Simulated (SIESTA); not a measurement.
Crystal: TiO2.

```
CELL_PARAMETERS angstrom
4.59984 0.00000 0.00000
0.00000 4.59984 0.00000
0.00000 0.00000 2.95921
ATOMIC_POSITIONS crystal
Ti 0.00000 0.00000 0.50000
Ti 0.50000 0.50000 0.00000
O 0.30432 0.30432 0.50000
O 0.19568 0.80432 0.00000
O 0.80432 0.19568 0.00000
O 0.69568 0.69568 0.50000
```

The cell is a database's computed one.

Base run:

| Quantity | Value |
| --- | --- |
| Program | SIESTA 5.4.2 |
| Functional | RPBE |
| Potentials or basis | PseudoDojo 0.4 standard (PBE files) |
| Basis | DZP (energy shift 0.003 Ry; two zetas on semicore shells) |
| Grid cutoff | 800 Ry |
| Energy shift | 0.003 Ry |
| k mesh | 6 × 6 × 9 |
| Occupations | fermi-dirac, width 0.05 eV |
| Spin | no spin polarisation |

Its results: band gap on the k mesh 1.76 eV, direct; pressure 11.6 GPa; largest force 0.077 eV/Å.

Q: After a change of settings the same cell gave: band gap on the k mesh 1.76 eV, direct; pressure 2.1 GPa; largest force 0.053 eV/Å. Which change was it?
A. functional from RPBE to PBE; basis from DZP (energy shift 0.003 Ry; two zetas on semicore shells) to DZ (energy shift 0.003 Ry; two zetas on semicore shells)
B. basis from DZP (energy shift 0.003 Ry; two zetas on semicore shells) to DZP (energy shift 0.002 Ry); energy shift from 0.003 Ry to 0.002 Ry
C. functional from RPBE to vdW-DF-cx

A: C.

Caveats: the potentials were made for another functional, which shifts forces and pressure; the basis of atomic orbitals isn't converged, which shifts pressures, moduli and gaps.

Not every run made on this cell is shown here.
